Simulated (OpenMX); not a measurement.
Runs of OpenMX 3.8.5 on TiTe2. The structure is trigonal, space group P-3m1 (No. 164). Conventional cell: a = 3.777 Å, b = 3.777 Å, c = 6.498 Å, α = 90.00°, β = 90.00°, γ = 120.00°. Te (site symmetry 3m) is surrounded by 3 Ti at 2.77 Å. Around Ti (site symmetry -3m) lie 6 Te at 2.77 Å. 

| level | gap on the mesh (eV) | pressure (GPa) | largest force (eV/Å) |
| --- | --- | --- | --- |
| PBE+D4 | none | -0.9 | (b) |
| PBE+D3 | none | 0.3 | 0.10 |
| PBE | none | 1.4 | 0.08 |
| PBE+D3(BJ) | none | (c) | (a) |

Alike in all rows: task single point; potentials or basis OpenMX 2013 PBE set, Te7.0-s3p2d2f1, Ti7.0-s3p2d2, grid cutoff 500 Ry; no spin polarisation; cell as given; k mesh 7 × 7 × 3; smearing fermi-dirac 0.05 eV.

Q: Estimate the missing entries.

A: (a) 0.09; (b) 0.07; (c) -1.6.

Caveats: the basis of atomic orbitals isn't converged, which shifts pressures, moduli and gaps; this functional lacks dispersion, which binds the layers, so the pressure and a relaxed spacing across them are unreliable (some runs).

A k mesh can miss the band edges, and the runs leave out spin-orbit coupling on Te.

A gap of «none» marks a metal or a gap under the smearing width.
